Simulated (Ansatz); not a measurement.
Runs of Ansatz 0.2.0 on Zn. It takes space group Im-3m (No. 229, cubic). The conventional cell has a = 3.138 Å, b = 3.138 Å, c = 3.138 Å, α = 90.00°, β = 90.00°, γ = 90.00°. Zn (site symmetry m-3m) is surrounded by 8 Zn at 2.72 Å. This isn't the form of Zn at room conditions, which is hcp.

```tsv
level	smearing	gap on the mesh (eV)	pressure (GPa)
RPBE	gaussian 0.1 eV	none	(a)
PBEsol+D3(BJ)	methfessel-paxton 0.2 eV	none	-9.0
LDA	gaussian 0.02 eV	none	-8.3
PBEsol	gaussian 0.05 eV	none	-5.1
```

Alike in all rows: task single point; potentials or basis all-electron LAPW, scalar-relativistic; no spin polarisation; cell as given; k mesh 12 × 12 × 12; cutoff (eV) 253; basis error allowed 0.001 eV/atom.

Fill in the values left out.

(a) 2.5.

Caveats: pairwise dispersion overbinds metals, which lowers pressure and volume (some runs).

A gap of «none» marks a metal or a gap under the smearing width.
